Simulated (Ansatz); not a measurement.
# Blue phosphorene bilayer (AA') in a perpendicular field, part 4 of 4

Aim: how the blue phosphorene bilayer (AA') screens a field along its normal, and what the field does to its bands. A positive field points along +c.

Ansatz 0.2.0; plane-wave DFT, PBE-D3(BJ), Ansatz PAW (the session's first sound run).

So far. Step 20 (Same geometry, cutoff 420 eV, functional HSE06 (run 2)): The dipole is -0.0376 e·Å. Step 22 (Response at this level): The induced dipole is that of a conductor 7.43 Å thick.

**23. A changed input**

This step: plane-wave DFT, PBE-D3(BJ), Ansatz PAW (Ansatz 0.2.0).

A run with a changed input: it repeats the earlier run at 0.03 V/Å with efield.dipole_correction from true to false and efield.amplitude from 0.03 to -0.3.

The input, input.yaml:

```yaml
crystal:
  lattice:
    - [3.2504088881, 0.0, 0.0]
    - [-1.625204444, 2.8149366698, 0.0]
    - [0.0, 0.0, 24.4128260518]
  atoms:
    - { symbol: P, position: [0.6666666667, 0.3333333333, 0.3686586707] }
    - { symbol: P, position: [0.3333333333, 0.6666666667, 0.4197043849] }
    - { symbol: P, position: [0.3333333333, 0.6666666667, 0.5802956151] }
    - { symbol: P, position: [0.6666666667, 0.3333333333, 0.6313413293] }
kpoints:
  mp_grid: { grid: [18, 18, 1] }
  band_path:
    path: [[0, 0, 0], [0.5, 0, 0], [0.33333333, 0.33333333, 0], [0, 0, 0]]
    npoints: 16
hamiltonian:
  xc: pbe
  dispersion: d3bj
scf:
  occupations: { method: fermi_dirac, width: 0.02585 }
  convergence: { dr2_threshold: 1.0e-10 }
efield:
  axis: 3
  dipole_correction: false
  ramp_position: 0.97
  ramp_width: 0.06
  amplitude: -0.3
output:
  write_potential: true
  write_density: true
  volumetric_format: npy
```

Started as:

```console
> ansatz run input.yaml --threads 2 --pin off --max-ram 3072MiB --backend cpu --events-out ev --progress --plain --runs-dir out
```

Numbers of over 12 decimals in the logs are rounded to 6 here.

The log of the run:

```text
[...]
Crystal: 4 atoms, lattice volume = 223.370 Å³
Basis set: ecut = 420 eV, 4449 PW (Γ)
Bands: 14, of which v1, the nominal top of the filled ones, is band 10 counted from 1 (9 counted from 0)
Symmetry: 6 space group operations
k-points: 37 of 324 (time reversal used)
[...]
SCF iter   1: F=—  HF=-3023.712885 eV  |F-HF|=—  |Δ(HF+E_count)|=         —  Δρ=4.85e-3  dr2=5.16e-1  ethr=1.77e-3  p=-0.000 e·Å  V_vac-E_F(+/−)=2.11/8.34 eV  ⟨swp⟩=9.7  Hψ=4724  notcnv=0
[...]
SCF iter  11: F=-3023.626455 eV  HF=-3023.626455 eV  |F-HF|=0.00e0  |Δ(HF+E_count)|=  3.51e-10  Δρ=5.62e-8  dr2=1.30e-11  ethr=1.00e-12  p=-0.167 e·Å  V_vac-E_F(+/−)=2.52/8.26 eV  ⟨swp⟩=5.0  Hψ=1936  notcnv=0
SCF 1 converged in 11 iterations: F = -3023.626455 eV  dr2 = 1.30e-11
[...]
SCF converged after 11 iterations
Free energy (F): -3023.626455 eV
[...]
Internal energy: -3023.626455 eV  (E = F + TS)
E sigma→0 (E₀):  -3023.626455 eV
Fermi energy:    -0.907826 eV
Dipole field:    D = -0.135079 V/Å  (p = -0.166744 e·Å, saw-weighted)
Work function:   not extracted (applied field tilts the vacuum); planar V_es + V_field profile in the machine report
[...]
--- Band table (eV; the first three rows and the last of 37) ---
  k-point 0: bands = [... 6 lower, -2.2650, -1.8525, -1.6715, -1.6715, 1.7629, 1.7629, 1.7747, 2.2172]
  k-point 1: bands = [... 6 lower, -2.3864, -2.1175, -1.8230, -1.7929, 1.6198, 1.9171, 2.1515, 2.2191]
  k-point 2: bands = [... 6 lower, -2.8264, -2.6921, -2.0986, -1.7458, 1.2461, 1.8447, 2.2991, 2.4176]
  k-point 36: bands = [... 6 lower, -4.0694, -4.0137, -3.3642, -3.3409, -0.1763, 0.4927, 3.1057, 3.1513]
```

It took 18 s on 2 threads of Arm Neoverse V2, shared host; peak memory 0.44 GiB.

| quantity | this run | earlier run | difference |
| --- | --- | --- | --- |
| dipole along the normal (e·Å) | -0.1667 | 0.01146 | -0.18 |
| gap along the path (eV) | 1.193 | 1.483 | -0.29 |
| smallest direct gap along the path (eV) | 1.460 | 1.781 | -0.32 |
| gap on the k-mesh (eV) | 1.212 | 1.501 | -0.29 |

The applied field differs, and the slope found earlier predicts a dipole of -0.115 e·Å; this run gives -0.167 e·Å, 0.052 e·Å less.

With the dipole correction off, the periodic images add a field of their own to the typed one.

Besides the dipole, what moves beyond 0.01 in its unit (for the dipole 0.5 % and 5e-5 e·Å): smallest direct gap along the path (-0.321 eV), gap along the path (-0.29 eV) and gap on the k-mesh (-0.289 eV).

These numbers are not those of the isolated slab.

**24. The same run with other settings**

Another changed input: it repeats the earlier run at 0.03 V/Å with kpoints.mp_grid.grid from [18, 18, 1] to [9, 9, 1], scf.mixing.algorithm to msr1 and scf.mixing.beta to 0.05.

input.yaml: that of step 23 with these lines changed.

```diff
@@ -11,3 +11,3 @@
 kpoints:
-  mp_grid: { grid: [18, 18, 1] }
+  mp_grid: { grid: [9, 9, 1] }
   band_path:
@@ -21,8 +21,9 @@
   convergence: { dr2_threshold: 1.0e-10 }
+  mixing: { algorithm: msr1, beta: 0.05 }
 efield:
   axis: 3
-  dipole_correction: false
+  dipole_correction: true
   ramp_position: 0.97
   ramp_width: 0.06
-  amplitude: -0.3
+  amplitude: 0.03
 output:
```

The log of the run:

```text
[...]
Crystal: 4 atoms, lattice volume = 223.370 Å³
Basis set: ecut = 420 eV, 4449 PW (Γ)
Bands: 14, of which v1, the nominal top of the filled ones, is band 10 counted from 1 (9 counted from 0)
Symmetry: 6 space group operations
k-points: 12 of 81 (time reversal used)
[...]
SCF iter   1: F=—  HF=-3023.803825 eV  |F-HF|=—  |Δ(HF+E_count)|=         —  Δρ=2.29e-2  dr2=8.90e-1  ethr=3.10e-3  p=0.013 e·Å  D=1.09e-2 V/Å  ΔV_dip=-0.27 eV  dr2_dipole=1.77e-5  V_vac-E_F(+/−)=5.88/5.48 eV  ⟨swp⟩=9.9  Hψ=1461  notcnv=0
[...]
SCF iter  13: F=-3023.596993 eV  HF=-3023.596993 eV  |F-HF|=2.27e-11  |Δ(HF+E_count)|=  8.19e-11  Δρ=5.83e-8  dr2=2.55e-11  ethr=1.00e-12  p=0.011 e·Å  D=9.29e-3 V/Å  ΔV_dip=-0.23 eV  dr2_dipole=6.12e-12  V_vac-E_F(+/−)=5.33/4.89 eV  ⟨swp⟩=5.1  Hψ=653  notcnv=0
SCF 1 converged in 13 iterations: F = -3023.596993 eV  dr2 = 2.55e-11
[...]
SCF converged after 13 iterations
Free energy (F): -3023.596993 eV
[...]
Internal energy: -3023.596993 eV  (E = F + TS)
E sigma→0 (E₀):  -3023.596993 eV
Fermi energy:    -0.876673 eV
Dipole field:    D = 0.009292 V/Å  (p = 0.011470 e·Å, saw-weighted, corrected)
Work function:   not extracted (applied field tilts the vacuum); planar V_es + V_field profile in the machine report
[...]
--- Band table (eV; the first three rows and the last of 12) ---
  k-point 0: bands = [... 6 lower, -1.9780, -1.9355, -1.9355, -1.9307, 2.0459, 2.0459, 2.0593, 2.0966]
  k-point 1: bands = [... 6 lower, -2.7268, -2.4053, -2.3626, -1.8264, 1.5225, 1.5919, 2.5797, 2.6360]
  k-point 2: bands = [... 6 lower, -3.1781, -3.1351, -2.4235, -1.6519, 0.5189, 0.6593, 3.3391, 3.3544]
  k-point 11: bands = [... 6 lower, -3.9347, -3.7200, -3.6367, -3.4535, 0.0168, 0.3215, 3.2096, 3.2884]
```

Wall time 12 s (2 threads); peak memory 0.34 GiB; 11 s of CPU time.

| quantity | this run | earlier run | difference |
| --- | --- | --- | --- |
| dipole along the normal (e·Å) | 0.01147 | 0.01146 | 7.2e-6 |
| gap along the path (eV) | 1.483 | 1.483 | 1.1e-4 |
| smallest direct gap along the path (eV) | 1.781 | 1.781 | 5.7e-5 |
| gap on the k-mesh (eV) | 1.531 | 1.501 | 0.030 |

What moves beyond 0.01 in its unit (for the dipole 0.5 % and 5e-5 e·Å): gap on the k-mesh (+0.0297 eV).

The change shows in the results, which are not taken further.

**25. Results**

| Quantity | Value |
| --- | --- |
| gap without field | 1.49 eV |
| ionisation energy, upper face | 5.86 eV |
| electron affinity, upper face | 4.38 eV |
| equivalent conductor thickness, atoms held | 7.56 Å |
| equivalent conductor thickness, LDA | 7.67 Å |
| equivalent conductor thickness, PBE | 7.58 Å |
| equivalent conductor thickness, r2SCAN | 7.49 Å |
| equivalent conductor thickness, HSE06 | 7.43 Å |

What this shows: The induced dipole equals that of a perfect conductor 7.56 Å thick, while the outer atoms lie 6.41 Å apart; an out-of-plane ε follows only once a thickness t is chosen, by 1 − 1/ε = 7.56 Å / t. The gap goes from 1.49 eV to 1.37 eV at -0.25 V/Å. Across the functionals the thickness runs from 7.43 to 7.67 Å; those runs use a coarser k-mesh, so they are to be compared with each other. With the field reversed the gap is 1.37 eV at 0.25 V/Å. Semilocal functionals give gaps that are too small, and excitons are not included.

[Logs are printed without paths, hosts, clocks, repeated set-up lines and the standing remarks that a program may print on its own settings, such as how far it seeks lower states.]

[Hosts, paths, dates, database ids (printed as entryN), source tags and the programs' standing remarks are cut or masked in the printed files.]

[Maps of the electrostatic potential energy from Ansatz leave out the sawtooth potential of an applied field or a dipole correction, so their vacuum need not be flat; planar profiles and work functions include it.]
